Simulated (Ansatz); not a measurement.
# Nb(100) film, 1 layer, flat: channels in plane against thickness, part 2 of 2

Aim: the ballistic channels of flat films against thickness, first Nb(100) film, 1 layer, flat.

Ansatz 0.2.0; Ansatz plane-wave DFT, PBE, PAW files; ballistic transport by layer matching (Landauer), zero bias.

So far, lead conductance per cell (G₀): step 2 (with 1 layer) 2.45.

## (5) With 4 layers, thickness 6.613 A

The film grows to 4 layers.

System of this step: Nb(100) film, 4 layers, flat. The cell holds 4 atoms: 4 Nb. Cell: a = 15.959 Å, b = 3.306 Å, c = 3.306 Å, α = 90.0°, β = 90.0°, γ = 90.0°. It derives from Nb. Vacuum lies along a. The structure's axis is c.

Contents of input.yaml:

```yaml
crystal:
  lattice:
    - [15.95945, 0.0, 0.0]
    - [0.0, 3.3063, 0.0]
    - [0.0, 0.0, 3.3063]
  atoms:
    - { symbol: Nb, position: [0.281964604, 0.0, 0.0] }
    - { symbol: Nb, position: [0.3855490007, 0.5, 0.5] }
    - { symbol: Nb, position: [0.4891333975, 0.0, 0.0] }
    - { symbol: Nb, position: [0.5927177942, 0.5, 0.5] }
kpoints:
  mp_grid: { grid: [1, 13, 13] }
hamiltonian:
  xc: pbe
scf:
  occupations: { method: fermi_dirac, width: 0.1 }
output:
  transmission:
    leads: [[0, 0]]
    kmesh: [1, 38]
    e_range: [-0.27, 0.27]
    de: 0.036
```

The run is started by

```console
ansatz run input.yaml --threads 4 --pin off --max-ram 8192MiB --backend cpu --events-out ev --progress --plain --runs-dir out
```

Numbers of over 12 decimals in the logs are rounded to 6 here.

The log of the run:

```text
[...]
Crystal: 4 atoms, lattice volume = 174.463 Å³
Basis set: ecut = 420 eV, 3437 PW (Γ)
Bands: 32, of which v1, the nominal top of the filled ones, is band 26 counted from 1 (25 counted from 0)
Symmetry: 16 space group operations
[...]
k-points: 28 of 169
[...]
--- Transmission ---
  basis      : 467 plane waves across, 5 finite elements along
  points     : 20, standing for a mesh of 1 x 38
[...]
crystal 0  : Nb4, at the sites [0, 0], period 3.3063 Å: whole cells are its period
[...]
filled         : 38.8 meV under the level at which it is neutral
    channels       : 3.105263e0 a spin
[...]
slowest decay  : 0.0272 /Å at (0.0000, 0.3684)
[key lines of the parts left out:]
SCF converged after 9 iterations
Free energy (F): -18205.632426 eV
Fermi energy:    5.517080 eV
```

Elapsed: 17 min, on 4 threads of Arm Neoverse V1, shared host; peak memory 2.1 GiB; 65 min of CPU time.

Numbers from this step:

```
free energy                                : -18205.6324 eV
energy at zero smearing                    : -18205.5143 eV
Fermi energy                               : 5.517 eV
cell area                                  : 52.77 Å²
estimated errors of the lead's conductance : 0.1, 7.4, 13.6 % (band edges, k-mesh, distance from neutral)
lead conductance per cell                  : 2.925 G₀
```

Per spin. Table of open channels, zone mean, lead by energy, zero at the Fermi level:

```
energy (eV)  open channels, zone mean, lead
     -0.270                            3.03
     -0.234                            2.71
     -0.198                            2.71
     -0.162                            2.66
     -0.126                            2.61
     -0.090                            2.34
     -0.054                            2.16
     -0.018                            2.58
      0.018                            3.11
      0.054                            3.74
      0.090                            3.21
      0.126                            3.42
      0.162                            3.68
      0.198                            4.11
      0.234                            4.39
      0.270                            4.87
```

The lead conductance per cell is 2.92 G₀, 30 % over the 2.25 G₀ of the last finished run.

## (6) With 5 layers, thickness 8.266 A

The film grows to 5 layers.

System of this step: Nb(100) film, 5 layers, flat. The cell holds 5 atoms: 5 Nb. Cell: a = 17.613 Å, b = 3.306 Å, c = 3.306 Å, α = 90.0°, β = 90.0°, γ = 90.0°. It derives from Nb. Vacuum lies along a. The structure's axis is c.

input.yaml, the sections that differ from step 5:

```yaml
crystal:
  lattice:
    - [17.6126, 0.0, 0.0]
    - [0.0, 3.3063, 0.0]
    - [0.0, 0.0, 3.3063]
  atoms:
    - { symbol: Nb, position: [0.2554989042, 0.0, 0.0] }
    - { symbol: Nb, position: [0.349360685, 0.5, 0.5] }
    - { symbol: Nb, position: [0.4432224657, 0.0, 0.0] }
    - { symbol: Nb, position: [0.5370842465, 0.5, 0.5] }
    - { symbol: Nb, position: [0.6309460273, 0.0, 0.0] }
# kpoints, hamiltonian, scf, output: as in step 5
```

The log of the run:

```text
[...]
Crystal: 5 atoms, lattice volume = 192.534 Å³
Basis set: ecut = 420 eV, 3803 PW (Γ)
Bands: 39, of which v1, the nominal top of the filled ones, is band 33 counted from 1 (32 counted from 0)
Symmetry: 16 space group operations
[...]
k-points: 28 of 169
[...]
--- Transmission ---
  basis      : 513 plane waves across, 5 finite elements along
  points     : 20, standing for a mesh of 1 x 38
[...]
crystal 0  : Nb5, at the sites [0, 0], period 3.3063 Å: whole cells are its period
[...]
filled         : 13.8 meV under the level at which it is neutral
    channels       : 3.394737e0 a spin
[...]
slowest decay  : 0.0357 /Å at (0.0000, 0.3158)
[key lines of the parts left out:]
SCF converged after 9 iterations
Free energy (F): -22758.043783 eV
Fermi energy:    6.642880 eV
```

Wall time 24 min (4 threads); peak memory 2.5 GiB.

Numbers from this step:

* free energy: -22758.0438 eV
* energy at zero smearing: -22757.9216 eV
* Fermi energy: 6.643 eV
* cell area: 58.23 Å²
* estimated errors of the lead's conductance: 0, 6.3, 2.7 % (band edges, k-mesh, distance from neutral)
* lead conductance per cell: 3.625 G₀

Per spin. Table of open channels, zone mean, lead by energy, zero at the Fermi level:

```
energy (eV)  open channels, zone mean, lead
     -0.270                            4.92
     -0.234                            5.08
     -0.198                            5.13
     -0.162                            5.24
     -0.126                            4.82
     -0.090                            4.34
     -0.054                            4.03
     -0.018                            3.82
      0.018                            3.39
      0.054                            3.03
      0.090                            3.53
      0.126                            3.39
      0.162                             3.5
      0.198                            3.08
      0.234                            3.71
      0.270                            3.92
```

The lead conductance per cell is 3.62 G₀, 24 % over the 2.92 G₀ of the last finished run.

## (7) All levels side by side

Times are for 4 threads of Arm Neoverse V1, shared host. The series side by side:

```
no.  layers  lead conductance per cell (G₀)     time  memory (GiB)
  1       1                           2.448  3.6 min          0.84
  2       2                           2.497  4.9 min           1.3
  3       3                           2.247    9 min           1.6
  4       4                           2.925   17 min           2.1
  5       5                           3.625   24 min           2.5
```

The runs together. The open channels, zone mean by energy, zero at the Fermi level:

```
energy (eV)     1     2     3     4     5
     -0.270  2.11  2.32  2.63  3.03  4.92
     -0.234  2.26  2.11  2.68  2.71  5.08
     -0.198  1.89     2  2.53  2.71  5.13
     -0.162  1.84  1.84  2.47  2.66  5.24
     -0.126  2.05  1.89  2.47  2.61  4.82
     -0.090  2.21  2.16  2.37  2.34  4.34
     -0.054  2.26  2.26  2.32  2.16  4.03
     -0.018  2.37  2.37  2.21  2.58  3.82
      0.018  2.58  2.47  2.32  3.11  3.39
      0.054  2.74  2.84  2.13  3.74  3.03
      0.090  2.47  3.05     2  3.21  3.53
      0.126  2.63     3  2.05  3.42  3.39
      0.162  2.42  2.89  2.47  3.68   3.5
      0.198  2.37  2.89  2.95  4.11  3.08
      0.234  2.37     3  2.68  4.39  3.71
      0.270  2.37  2.74  2.89  4.87  3.92
```

## (8) Outcome

| Item | Value |
| --- | --- |
| conductance per cell, 1 layer | 2.45 G₀ |
| conductance per cell, 2 layers | 2.50 G₀ |
| conductance per cell, 3 layers | 2.25 G₀ |
| conductance per cell, 4 layers | 2.92 G₀ |
| conductance per cell, 5 layers | 3.62 G₀ |

The conductance per cell width goes from 2.45 G0 at 1 to 3.62 G0 at 5 layers. Over the film's own cross-section (layers × spacing × width) the conductance runs from 3.5 to 1.0×10¹⁵ S/m²; that nominal section leaves out the charge that spills into the vacuum, which flatters the thinnest films. The gains from one thickness to the next are 0.049, -0.25, 0.68 and 0.70 G0 per added layer; they differ by more than the error estimates allow, as expected where subbands cross the Fermi level in steps. The film repeats perfectly along the current, so nothing scatters; its faces are clean and not relaxed. The program's error estimates for the conductances, leads' steps apart, run from 5.8 to 14 %.

[Logs are printed without paths, hosts, clocks, repeated set-up lines and the standing remarks that a program may print on its own settings, such as how far it seeks lower states.]

[Hosts, paths, dates, database ids (printed as entryN), source tags and the programs' standing remarks are cut or masked in the printed files.]
